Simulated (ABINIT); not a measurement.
# SiC (Moissanite) (P6_3mc) in ABINIT: settings compared

The runs below take SiC (Moissanite) through relaxation of cell and atoms, single point, with LDA, PBEsol.

Program: ABINIT 10.8.3 (patched build). These are calculated values, not measurements. Logs are shortened: lines on timing, memory, paths and dates and some standing lists are left out, and cuts for length are marked. The log counts tension as positive stress, the text compression.

## Step 1: The crystal as given

It takes space group P6_3mc (No. 186, hexagonal). The conventional cell has a = 3.076 Å, b = 3.076 Å, c = 5.048 Å, α = 90.00°, β = 90.00°, γ = 120.00°. Si (site symmetry 3m) is surrounded by 4 C at 1.87 to 1.94 Å. C (site symmetry 3m) is surrounded by 4 Si at 1.87 to 1.94 Å.

## Step 2: Relaxation of cell and atoms, LDA

File run.abi:

```
# Pseudopotentials
pp_dirpath "./"
pseudos "Si.upf, C.upf"

# Structure
acell 3*1.0
rprim
     5.8127975593     0.0000000000     0.0000000000
    -2.9063987797     5.0340303534     0.0000000000
     0.0000000000     0.0000000000     9.5393374771
ntypat 2
znucl 14 6
natom 4
typat 1 1 2 2
chkprim 0
chksymtnons 0
tolsym 1.0e-6
xred
            2/3            1/3            1/2
            1/3            2/3            0.0
            2/3            1/3   0.8850000000
            1/3            2/3   0.3850000000

# Plane-wave basis
ecut 1115.666836 eV
ecutsm 0.5

# k points
kptopt 1
ngkpt 8 8 4
nshiftk 1
shiftk 0.0 0.0 0.0

# Exchange and correlation
ixc 7

# Bands and occupations
nband 12
occopt 3
tsmear 0.00183747

# SCF cycle
nstep 80
tolvrs 1.0e-12

# Output
iomode 3
prteig 0
prtebands 0
prtwf 0
prtden 0

# Relaxation
ionmov 2
optcell 2
ntime 50
tolmxf 2.0e-5
dilatmx 1.08
```

Potentials or basis: PseudoDojo NC SR LDA v0.4.1 standard.

Launch:

```console
mpirun --bind-to none -np 4 abinit run.abi > log 2>&1
```

run.abo:

```text
.Version 10.8.3 of ABINIT
 Symmetries : space group P6_3 m c (#186); Bravais hP (primitive hexag.)
================================================================================
 Values of the parameters that define the memory need of the present run
     intxc =       0    ionmov =       2      iscf =       7    lmnmax =       6
     lnmax =       6     mgfft =      60  mpssoang =       3    mqgrid =    3001
     natom =       4  nloc_mem =       1    nspden =       1   nspinor =       1
    nsppol =       1      nsym =      12    n1xccc =    2501    ntypat =       2
    occopt =       3   xclevel =       1
       mpw =        4432          nfft =       96000          nkpt =          30
================================================================================
================================================================================

--------------------------------------------------------------------------------
------------- Echo of variables that govern the present computation ------------
--------------------------------------------------------------------------------
 -outvars: echo values of preprocessed input variables --------
            acell      1.0000000000E+00  1.0000000000E+00  1.0000000000E+00 Bohr
              amu      2.80855000E+01  1.20110000E+01
          chkprim           0
      chksymtnons           0
          dilatmx      1.08000000E+00
             ecut      4.10000000E+01 Hartree
           ecutsm      5.00000000E-01 Hartree
           ionmov           2
              ixc           7
         kptrlatt        8    0    0      0    8    0      0    0    4
          kptrlen      3.81573499E+01
            natom           4
            nband          12
            ngfft          40      40      60
             nkpt          30
            nstep          80
             nsym          12
            ntime          50
           ntypat           2
           occopt           3
          optcell           2
           prtden           0
        prtebands           0
           prteig           0
            prtwf           0
            rprim      5.8127975593E+00  0.0000000000E+00  0.0000000000E+00
                      -2.9063987797E+00  5.0340303534E+00  0.0000000000E+00
                       0.0000000000E+00  0.0000000000E+00  9.5393374771E+00
          spgroup         186
           tolmxf      2.00000000E-05
           tolsym      1.00000000E-06
           tolvrs      1.00000000E-12
           tsmear      1.83747000E-03 Hartree
            typat      1  1  2  2
           xangst      1.5379999989E+00  8.8796471340E-01  2.5239999983E+00
                      -1.7639469481E-11  1.7759294268E+00  0.0000000000E+00
                       1.5379999989E+00  8.8796471340E-01  4.4674799970E+00
                      -1.7639469481E-11  1.7759294268E+00  1.9434799987E+00
            xcart      2.9063987796E+00  1.6780101178E+00  4.7696687386E+00
                      -3.3333766325E-11  3.3560202356E+00  0.0000000000E+00
                       2.9063987796E+00  1.6780101178E+00  8.4423136672E+00
                      -3.3333766325E-11  3.3560202356E+00  3.6726449287E+00
             xred      6.6666666667E-01  3.3333333333E-01  5.0000000000E-01
                       3.3333333333E-01  6.6666666667E-01  0.0000000000E+00
                       6.6666666667E-01  3.3333333333E-01  8.8500000000E-01
                       3.3333333333E-01  6.6666666667E-01  3.8500000000E-01
            znucl       14.00000    6.00000

================================================================================

 chkinp: Checking input parameters for consistency.

================================================================================
== DATASET  1 ==================================================================

--- !DatasetInfo
iteration_state: {dtset: 1, }
dimensions: {natom: 4, nkpt: 30, mband: 12, nsppol: 1, nspinor: 1, nspden: 1, mpw: 4432, }
cutoff_energies: {ecut:  41.0, pawecutdg:  -1.0, }
electrons: {nelect:   1.60000000E+01, charge:   0.00000000E+00, occopt:   3.00000000E+00, tsmear:   1.83747000E-03, }
meta: {optdriver: 0, ionmov: 2, optcell: 2, iscf: 7, paral_kgb: 0, }
...

 Exchange-correlation functional for the present dataset will be:
  LDA: Perdew-Wang 92 LSD fit to Ceperley-Alder data - ixc=7
  J.P.Perdew and Y.Wang, PRB 45, 13244 (1992)

 Real(R)+Recip(G) space primitive vectors, cartesian coordinates (Bohr,Bohr^-1):
 R(1)=  5.8127976  0.0000000  0.0000000  G(1)=  0.1720342  0.0993240  0.0000000
 R(2)= -2.9063988  5.0340304  0.0000000  G(2)=  0.0000000  0.1986480  0.0000000
 R(3)=  0.0000000  0.0000000  9.5393375  G(3)=  0.0000000  0.0000000  0.1048291
 Unit cell volume ucvol=  2.7913818E+02 bohr^3
 Angles (23,13,12)=  9.00000000E+01  9.00000000E+01  1.20000000E+02 degrees

 getcut: wavevector=  0.0000  0.0000  0.0000  ngfft=  40  40  60
         ecut(hartree)=     47.822   => boxcut(ratio)=   2.02047

--- Pseudopotential description ------------------------------------------------
- pspini: atom type   1  psp file is ./Si.upf
  14.00000   4.00000  180309                  znucl, zion, pspdat
12 -1012 2 -1 1510                            pspcod,pspxc,lmax,lloc,mmax
     nproj     2     2     2

- pspini: atom type   2  psp file is ./C.upf
   6.00000   4.00000  180309                  znucl, zion, pspdat
12 -1012 1 -1 1234                            pspcod,pspxc,lmax,lloc,mmax
     nproj     2     2     0

   3.52674228E+02                                ecore*ucvol(ha*bohr**3)
--------------------------------------------------------------------------------

================================================================================

=== [ionmov= 2] Broyden-Fletcher-Goldfarb-Shanno method (forces)
================================================================================

--- Iteration: ( 1/50) Internal Cycle: (1/1)
--------------------------------------------------------------------------------

---SELF-CONSISTENT-FIELD CONVERGENCE--------------------------------------------
[... 766 lines left out ...]
 Difference of energy with previous step (new-old):
           Absolute (Ha)=-1.46401E-09
           Relative     =-7.09540E-11

 At Broyd/MD step   7, gradients are converged :
  max grad (force/stress) = 7.2420E-06 < tolmxf= 2.0000E-05 ha/bohr (free atoms)

================================================================================

 ----iterations are completed or convergence reached----

 Mean square residual over all n,k,spin=   68.223E-11; max=  20.052E-08
 reduced coordinates (array xred) for    4 atoms
       0.666666666667      0.333333333333      0.504581775427
       0.333333333333      0.666666666667      0.004581775427
       0.666666666667      0.333333333333      0.880418224573
       0.333333333333      0.666666666667      0.380418224573
 rms dE/dt=  2.3184E-06; max dE/dt=  4.0218E-06; dE/dt below (all hartree)
    1       0.000000000000      0.000000000000     -0.000004009399
    2       0.000000000000     -0.000000000000     -0.000004009399
    3      -0.000000000000     -0.000000000000      0.000004021836
    4       0.000000000000     -0.000000000000      0.000004021836

 cartesian coordinates (angstrom) at end:
    1      1.52710191272365     0.88167270039430     2.52903920565057
    2     -0.00000000001751     1.76334540078860     0.02296454261883
    3      1.52710191272365     0.88167270039430     4.41278761094735
    4     -0.00000000001751     1.76334540078860     1.90671294791561

 cartesian forces (hartree/bohr) at end:
    1     -0.00000000000000    -0.00000000000000     0.00000042396446
    2     -0.00000000000000    -0.00000000000000     0.00000042396446
    3      0.00000000000000     0.00000000000000    -0.00000042396446
    4     -0.00000000000000     0.00000000000000    -0.00000042396446
 frms,max,avg= 2.4477600E-07 4.2396446E-07   0.000E+00  0.000E+00 -6.565E-10 h/b

 cartesian forces (eV/Angstrom) at end:
    1     -0.00000000000000    -0.00000000000000     0.00002180112926
    2     -0.00000000000000    -0.00000000000000     0.00002180112926
    3      0.00000000000000     0.00000000000000    -0.00002180112926
    4     -0.00000000000000     0.00000000000000    -0.00002180112926
 frms,max,avg= 1.2586888E-05 2.1801129E-05   0.000E+00  0.000E+00 -3.376E-08 e/A
 length scales=  5.771608762828  5.771608762845  9.471589528413 bohr
              =  3.054203825465  3.054203825473  5.012149326063 angstroms
 Fermi (or HOMO) energy (hartree) =   0.31810   Average Vxc (hartree)=  -0.42445
 Eigenvalues (hartree) for nkpt=  30  k points:
 kpt#   1, nband= 12, wtk=  0.00391, kpt=  0.0000  0.0000  0.0000 (reduced coord)
  -0.30055   -0.16474   -0.05015    0.22602    0.22602    0.27072    0.27489    0.27489
   0.45651    0.51174    0.52086    0.52086
      occupation numbers for kpt#   1
   2.00000    2.00000    2.00000    2.00000    2.00000    2.00000    2.00000    2.00000
   0.00000    0.00000    0.00000    0.00000
 prteigrs : prtvol=0 or 1, do not print more k-points.

--- !EnergyTerms
iteration_state     : {dtset: 1, itime: 7, icycle: 1, }
comment             : Components of total free energy in Hartree
kinetic             :  1.19493609255645E+01
hartree             :  2.32899976547471E+00
xc                  : -7.59276868340730E+00
Ewald energy        : -2.10535526116502E+01
psp_core            :  1.29070340344669E+00
local_psp           : -8.14151264312481E+00
non_local_psp       :  5.85512593995722E-01
internal            : -2.06332572497008E+01
'-kT*entropy'       : -9.90373061871296E-14
total_energy        : -2.06332572497009E+01
total_energy_eV     : -5.61459532534298E+02
band_energy         :  8.30151085243917E-01
...

 rms coord change=  2.6453E-03   atom, delta coord (reduced):
     1        0.000000000000      0.000000000000      0.004581775427
     2        0.000000000000      0.000000000000      0.004581775427
     3        0.000000000000      0.000000000000     -0.004581775427
     4        0.000000000000      0.000000000000     -0.004581775427

 Cartesian components of stress tensor (hartree/bohr^3)
  sigma(1 1)=  7.24203220E-08  sigma(3 2)=  0.00000000E+00
  sigma(2 2)=  7.24203407E-08  sigma(3 1)=  0.00000000E+00
  sigma(3 3)= -1.13512995E-08  sigma(2 1)=  4.69189337E-14

-Cartesian components of stress tensor (GPa)         [Pressure= -1.3091E-03 GPa]
- sigma(1 1)=  2.13067943E-03  sigma(3 2)=  0.00000000E+00
- sigma(2 2)=  2.13067999E-03  sigma(3 1)=  0.00000000E+00
- sigma(3 3)= -3.33966761E-04  sigma(2 1)=  1.38040269E-09

== END DATASET(S) ==============================================================
================================================================================

 -outvars: echo values of variables after computation  --------
            acell      5.7716087628E+00  5.7716087628E+00  9.4715895284E+00 Bohr
           etotal     -2.0633257250E+01
            fcart     -2.3326643695E-29 -1.6161172820E-28  4.2396446336E-07
                      -2.3326643695E-29 -1.0774115213E-28  4.2396446336E-07
                       1.1663321848E-28  1.3467644017E-28 -4.2396446336E-07
                      -6.9979931085E-29  1.3467644017E-28 -4.2396446336E-07
            rprim      1.0000000000E+00  0.0000000000E+00  0.0000000000E+00
                      -5.0000000001E-01  8.6602540378E-01  0.0000000000E+00
                       0.0000000000E+00  0.0000000000E+00  1.0000000000E+00
           strten      7.2420321984E-08  7.2420340717E-08 -1.1351299487E-08
                       0.0000000000E+00  0.0000000000E+00  4.6918933706E-14
           xangst      1.5271019127E+00  8.8167270039E-01  2.5290392057E+00
                      -1.7514446862E-11  1.7633454008E+00  2.2964542619E-02
                       1.5271019127E+00  8.8167270039E-01  4.4127876109E+00
                      -1.7514446862E-11  1.7633454008E+00  1.9067129479E+00
             xred      6.6666666667E-01  3.3333333333E-01  5.0458177543E-01
                       3.3333333333E-01  6.6666666667E-01  4.5817754270E-03
                       6.6666666667E-01  3.3333333333E-01  8.8041822457E-01
                       3.3333333333E-01  6.6666666667E-01  3.8041822457E-01
 Calculation completed.
```

Wall time 76 s (4 MPI ranks of Arm Neoverse V1, shared host); peak memory 0.32 GiB.

Results:

```yaml
Free_energy: -561.4595 eV
Relaxed_volume: 10.12 Å³/atom
Relaxed_cell: a = 3.054 Å, b = 3.054 Å, c = 5.012 Å, α = 90.00°, β = 90.00°, γ = 120.00°
Space_group_after_relaxing_to_0.05_Å: P6_3mc (No. 186)
Energy_gained_by_relaxing: 11.9 meV/atom
Ionic_steps: 7
Pressure_after_relaxing: 0.0 GPa
Band_gap_on_the_k_mesh: 2.40 eV, indirect (least direct gap 3.94 eV)
```

Step by step:
```
step  energy change (eV)  largest force (eV/Å)  pressure (GPa)  volume (Å³)
   1              0.0000                0.7284           -4.42        41.36
   2             -0.0309                0.4888           -1.68        40.81
   3             -0.0448                0.0869            1.01        40.31
   4             -0.0466                0.0581            0.59        40.39
   5             -0.0478                0.0039           -0.02        40.49
   6             -0.0478                0.0001           -0.01        40.49
   7             -0.0478                0.0000            0.00        40.49
```

Final structure:
```yaml
crystal:
  lattice:
    - [3.05420, 0.00000, 0.00000]
    - [-1.52710, 2.64502, 0.00000]
    - [0.00000, 0.00000, 5.01215]
  atoms:
    - { symbol: Si, position: [0.66667, 0.33333, 0.50458] }
    - { symbol: Si, position: [0.33333, 0.66667, 0.00458] }
    - { symbol: C, position: [0.66667, 0.33333, 0.88042] }
    - { symbol: C, position: [0.33333, 0.66667, 0.38042] }
```

A k mesh can miss the band edges. Zero-point motion and thermal expansion aren't in these numbers.

## Step 3: Single point, LDA (cell relaxed)

File run.abi:

```
# Pseudopotentials
pp_dirpath "./"
pseudos "Si.upf, C.upf"

# Structure
acell 3.05420383 3.0542038231 5.01214933 Angstrom
rprim
     1.0000000000     0.0000000000     0.0000000000
    -0.4999999995     0.8660254041     0.0000000000
     0.0000000000     0.0000000000     1.0000000000
ntypat 2
znucl 14 6
natom 4
typat 1 1 2 2
xred
     0.6666666700     0.3333333300     0.5045817800
     0.3333333300     0.6666666700     0.0045817800
     0.6666666700     0.3333333300     0.8804182200
     0.3333333300     0.6666666700     0.3804182200
chkprim 0
chksymtnons 0
tolsym 1.0e-6

# Plane-wave basis
ecut 41.0

# k points
kptopt 1
ngkpt 8 8 4
nshiftk 1
shiftk 0.0 0.0 0.0

# Exchange and correlation
ixc 7

# Bands and occupations
nband 12
occopt 3
tsmear 0.00183747

# SCF cycle
nstep 100
tolvrs 1.0e-10

# Output
iomode 3
prtwf 0
prtden 0
prteig 0
prtebands 0
enunit 2
```

Potentials or basis: PseudoDojo NC SR LDA v0.4.1 standard.

Launch:

```console
mpirun --bind-to none -np 4 abinit run.abi > log 2>&1
```

Wall time 11 s (4 MPI ranks of Arm Neoverse V1, shared host); peak memory 0.28 GiB.

The run converged. Its results:

```
Free energy                                           : -561.4597 eV
Pressure                                              : -0.1 GPa
Band gap on the k mesh                                : 2.40 eV, indirect (least direct gap 3.94 eV)
Valence electrons inside the program's atomic spheres : Si 1.99; C 4.27
```

Levels at points of the mesh, in eV from the valence-band top:
```csv
k point,band 4,band 5,band 6,band 7,band 8,band 9,band 10,band 11,band 12
"(0.00, 0.00, 0.00)",-1.33,-1.33,-0.11,0.00,0.00,4.94,6.45,6.69,6.69
"(0.50, 0.00, 0.00)",-6.33,-5.52,-3.37,-3.37,-1.21,2.73,4.18,6.98,7.14
"(0.00, 0.00, 0.50)",-4.46,-0.72,-0.72,-0.72,-0.72,6.02,6.02,7.38,7.38
"(0.50, 0.00, 0.50)",-8.38,-2.48,-2.48,-2.35,-2.35,3.28,3.28,5.26,5.26
```

A k mesh can miss the band edges.

[end of part 1 of 2]
